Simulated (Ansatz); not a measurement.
SiC (wurtzite), relaxed with r2SCAN: space group P6_3mc (No. 186), hexagonal; a = 3.075 Å, c = 5.048 Å in the conventional setting, 10.34 Å³ an atom. Around Si lie 4 C at 1.88–1.90 Å; around C lie 4 Si at 1.88–1.90 Å. One-shot G0W0@PBE in the plane-wave code Ansatz on a 6×6×4 mesh (contour deformation, no spin-orbit coupling), from a PBE gap of 2.274 eV over the mesh points (the G0W0 gap is indirect on the mesh); the number N of bands summed and the screening cutoff rise together. Calculated for a static, non-magnetic cell.

```
  N  cutoff (eV)  1000/N  G0W0 gap (eV)
101          100   9.901          2.916
234          180   4.274          3.126
```

Problem. Lay a straight line in 1000/N through these rows.

Solution. The slope is -0.0373 eV per unit of 1000/N and the intercept 3.286 eV.

Problem. Predict the gap at N = 447 (260 eV).

Solution. 3.286 + (-0.0373) × 2.237 = 3.203 eV; the run gives 3.210 eV, +0.007 eV from the line.

Problem. With that run's result added, what limit do the last two rows suggest?

Solution. Their slope is (3.210 − 3.126)/(2.237 − 4.274) = -0.0412, which meets 1/N = 0 at 3.30 eV, against 3.286 eV from the first line. The slope steepens, so 1/N isn't yet asymptotic and the true limit probably lies higher still; the k mesh isn't extrapolated.
